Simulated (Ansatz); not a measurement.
Molecular dynamics on a 1×2×2 supercell (32 atoms) of FeSi (P2_13), relaxed with r2SCAN. Forces come from PBEsol in Ansatz: a Langevin thermostat at fixed volume, 300 K, steps of 1.5 fs. Computed, non-magnetic; the trajectory is short and the cell small, so nothing here is a converged average.

```yaml
crystal:
  lattice:
    - [4.4030518947, 0.0, 0.0]
    - [0.0, 8.8061037893, 0.0]
    - [0.0, 0.0, 8.8061037893]
  atoms:
    - { symbol: Fe, position: [0.8633399909, 0.3183300046, 0.1816699954] }
    - { symbol: Fe, position: [0.6366600091, 0.1816699954, 0.4316699954] }
    - { symbol: Fe, position: [0.3633399909, 0.4316699954, 0.3183300046] }
    - { symbol: Fe, position: [0.1366600091, 0.0683300046, 0.0683300046] }
    - { symbol: Si, position: [0.1588681657, 0.1705659171, 0.3294340829] }
    - { symbol: Si, position: [0.3411318343, 0.3294340829, 0.0794340829] }
    - { symbol: Si, position: [0.6588681657, 0.0794340829, 0.1705659171] }
    - { symbol: Si, position: [0.8411318343, 0.4205659171, 0.4205659171] }
    - { symbol: Fe, position: [0.8633399909, 0.3183300046, 0.6816699954] }
    - { symbol: Fe, position: [0.6366600091, 0.1816699954, 0.9316699954] }
    - { symbol: Fe, position: [0.3633399909, 0.4316699954, 0.8183300046] }
    - { symbol: Fe, position: [0.1366600091, 0.0683300046, 0.5683300046] }
    - { symbol: Si, position: [0.1588681657, 0.1705659171, 0.8294340829] }
    - { symbol: Si, position: [0.3411318343, 0.3294340829, 0.5794340829] }
    - { symbol: Si, position: [0.6588681657, 0.0794340829, 0.6705659171] }
    - { symbol: Si, position: [0.8411318343, 0.4205659171, 0.9205659171] }
    - { symbol: Fe, position: [0.8633399909, 0.8183300046, 0.1816699954] }
    - { symbol: Fe, position: [0.6366600091, 0.6816699954, 0.4316699954] }
    - { symbol: Fe, position: [0.3633399909, 0.9316699954, 0.3183300046] }
    - { symbol: Fe, position: [0.1366600091, 0.5683300046, 0.0683300046] }
    - { symbol: Si, position: [0.1588681657, 0.6705659171, 0.3294340829] }
    - { symbol: Si, position: [0.3411318343, 0.8294340829, 0.0794340829] }
    - { symbol: Si, position: [0.6588681657, 0.5794340829, 0.1705659171] }
    - { symbol: Si, position: [0.8411318343, 0.9205659171, 0.4205659171] }
    - { symbol: Fe, position: [0.8633399909, 0.8183300046, 0.6816699954] }
    - { symbol: Fe, position: [0.6366600091, 0.6816699954, 0.9316699954] }
    - { symbol: Fe, position: [0.3633399909, 0.9316699954, 0.8183300046] }
    - { symbol: Fe, position: [0.1366600091, 0.5683300046, 0.5683300046] }
    - { symbol: Si, position: [0.1588681657, 0.6705659171, 0.8294340829] }
    - { symbol: Si, position: [0.3411318343, 0.8294340829, 0.5794340829] }
    - { symbol: Si, position: [0.6588681657, 0.5794340829, 0.6705659171] }
    - { symbol: Si, position: [0.8411318343, 0.9205659171, 0.9205659171] }
kpoints:
  mp_grid: { grid: [4, 2, 2] }
hamiltonian:
  xc: pbesol
scf:
  occupations: { method: fermi_dirac, width: 0.026 }
md:
  ensemble: nvt_langevin
  temperature: 300
  timestep: 1.5
  n_steps: 40
  initial_velocities: maxwell_boltzmann
  seed: 3712
```

Run as `ansatz run input.yaml --threads 4 --pin off --max-ram 5529MiB --backend cpu --events-out ev --progress --plain --runs-dir out`.

**Question.** What wall time did it need on 4 threads of Intel(R) Xeon(R) Platinum 8488C (Sapphire Rapids), with other jobs on the host, load about 0.2 per core, and what peak of host memory did it reach?

**Answer.** About 5.9 min, with a peak of 2.1 GiB.

**Question.** How do temperature and energy develop?

**Answer.** The temperature starts at 291 K, is lowest at step 17 (104 K, 25.5 fs) and ends at 222 K. The thermostat hasn't had time to restore it. The atoms start on their lattice sites with kinetic energy alone, so much of it first passes into potential energy. By the last step the atoms have moved 0.07 Å in the root mean square, the drift of the whole cell taken out, 0.12 Å at most.
```tsv
step	t (fs)	T (K)	free energy F from step 0 (meV/atom)	kinetic energy (meV/atom)	largest force (eV/Å)
0	0	291	0.0	37.6	0.03
1	1.5	276	0.3	35.7	0.25
2	3	289	1.2	37.3	0.48
3	4.5	250	2.6	32.3	0.69
4	6	231	4.5	29.9	0.87
5	7.5	218	6.7	28.1	1.03
6	9	218	9.2	28.2	1.18
7	10.5	212	12.1	27.4	1.32
8	12	203	15.2	26.2	1.44
9	13.5	200	18.5	25.8	1.54
10	15	194	21.9	25.1	1.62
11	16.5	168	25.3	21.7	1.68
12	18	148	28.3	19.2	1.76
13	19.5	130	31.0	16.8	1.85
14	21	114	33.1	14.7	1.91
15	22.5	116	34.7	15.0	1.96
16	24	107	35.7	13.9	1.99
17	25.5	104	36.4	13.5	2.00
18	27	108	36.7	13.9	2.00
19	28.5	114	36.7	14.8	1.97
20	30	121	36.5	15.6	1.95
21	31.5	137	36.1	17.7	1.92
22	33	140	35.6	18.1	1.89
23	34.5	161	34.8	20.8	1.84
24	36	160	33.8	20.6	1.77
25	37.5	172	32.8	22.2	1.69
26	39	181	31.8	23.4	1.61
27	40.5	200	30.8	25.8	1.53
28	42	206	29.9	26.6	1.48
29	43.5	205	29.2	26.5	1.49
30	45	217	28.7	28.1	1.50
31	46.5	216	28.3	27.9	1.51
32	48	220	28.1	28.4	1.52
33	49.5	224	28.1	29.0	1.53
34	51	237	28.3	30.7	1.55
35	52.5	232	28.6	30.0	1.59
36	54	231	29.1	29.9	1.63
37	55.5	231	29.6	29.9	1.68
38	57	231	30.1	29.8	1.74
39	58.5	236	30.6	30.4	1.79
40	60	222	30.9	28.7	1.86
```

Positions (Å) and forces (eV/Å) at step 40:
```
Fe   3.777   2.812   1.649     0.664   0.043  -0.254
Fe   2.799   1.589   3.799    -0.187   0.118   0.536
Fe   1.598   3.785   2.813    -0.174   0.264   0.165
Fe   0.690   0.631   0.673    -0.479  -0.301  -0.345
Si   0.691   1.490   2.966    -0.007   0.012  -0.249
Si   1.524   2.880   0.762    -0.153  -0.011  -0.485
Si   2.988   0.727   1.445    -0.969  -0.825   1.168
Si   3.666   3.709   3.736     0.457   0.008  -0.084
Fe   3.691   2.846   6.044     1.748   0.040  -0.639
Fe   2.921   1.637   8.187    -1.573  -0.306   0.584
Fe   1.560   3.769   7.190     0.110   0.551   0.496
Fe   0.559   0.636   5.075     0.524  -0.442  -0.396
Si   0.708   1.471   7.381     0.176   0.885  -0.758
Si   1.499   2.963   5.123    -0.614  -0.641  -0.436
Si   2.893   0.777   5.987    -0.524  -0.848  -0.589
Si   3.665   3.726   8.119     0.276   0.431   0.054
Fe   3.713   7.169   1.609     1.492   0.736  -0.621
Fe   2.881   6.009   3.723    -0.793  -0.034   1.120
Fe   1.586   8.161   2.803     0.322   0.723  -0.001
Fe   0.604   4.973   0.608     0.174   0.354  -0.061
Si   0.805   5.938   2.863    -1.001  -0.251   0.017
Si   1.469   7.278   0.691     0.013  -0.012  -0.070
Si   2.922   5.098   1.506    -0.227  -0.368  -0.342
Si   3.705   8.085   3.703     0.261   0.708   0.231
Fe   3.782   7.227   6.010     0.286  -0.115  -0.296
Fe   2.821   6.031   8.137    -0.269  -0.305   0.899
Fe   1.561   8.186   7.269     0.676   0.276  -0.889
Fe   0.572   5.068   4.984     0.565  -0.558   0.128
Si   0.690   5.889   7.307    -0.067   0.143  -0.174
Si   1.554   7.310   5.087    -0.618   0.327   0.296
Si   2.862   5.117   5.836    -0.025   0.070   0.662
Si   3.718   8.187   8.090    -0.065  -0.673   0.335
```
